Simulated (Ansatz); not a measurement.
# HfO2: the cost of one run

Program: Ansatz 0.2.0. Level of theory: DFT PBEsol, scalar-relativistic, plane waves, PAW. These are calculated values, not measurements.

3 further runs of the same task are left out: 3 set aside as unsound or not needed.

## (1) The starting structure

The structure is cubic, space group Fm-3m (No. 225). Conventional cell: a = 5.044 Å, b = 5.044 Å, c = 5.044 Å, α = 90.00°, β = 90.00°, γ = 90.00°. Hf (site symmetry m-3m) has 8 O at 2.18 Å as nearest neighbours. Around O (site symmetry -43m) lie 4 Hf at 2.18 Å.

Structure file:

```xyz
3
Lattice="0.0000 2.5219 2.5219 2.5219 0.0000 2.5219 2.5219 2.5219 0.0000" Properties=species:S:1:pos:R:3 pbc="T T T"
Hf    0.0000    0.0000    0.0000
O     1.2609    1.2609    1.2609
O     3.7828    3.7828    3.7828
```

This cell was relaxed beforehand with the same method: volume 10.69 Å³/atom, gap on the mesh 3.69 eV.

## (2) The cell under 3 GPa

What is minimised here is the enthalpy; the energy can go up as the cell is squeezed.

Input file input.yaml:

```yaml
crystal:
  lattice:
    - [0.0, 2.5218796113, 2.5218796113]
    - [2.5218796113, 0.0, 2.5218796113]
    - [2.5218796113, 2.5218796113, 0.0]
  atoms:
    - { symbol: Hf, position: [0.0, 0.0, 0.0] }
    - { symbol: O, position: [0.25, 0.25, 0.25] }
    - { symbol: O, position: [0.75, 0.75, 0.75] }
basis:
  ecutwfc: 420
kpoints:
  mp_grid: { grid: [8, 8, 8] }
hamiltonian:
  xc: pbesol
scf:
  occupations: { method: fixed }
output:
  forces: true
  stress: true
  eigenvalues: true
relax:
  adjacent_minimum: "off"
  f_tol: 0.001
  max_steps: 60
  cell: { stress_tol: 0.02, p_target: 3.0 }
```

Run with:

```sh
$ ansatz run input.yaml --threads 1 --pin off --max-ram 3072MiB --backend cpu --events-out ev --progress --plain --runs-dir out
```

What time and memory should one allow on 1 thread of Arm Neoverse V1, shared host?

About 8 s, with a peak of 0.3 GiB.
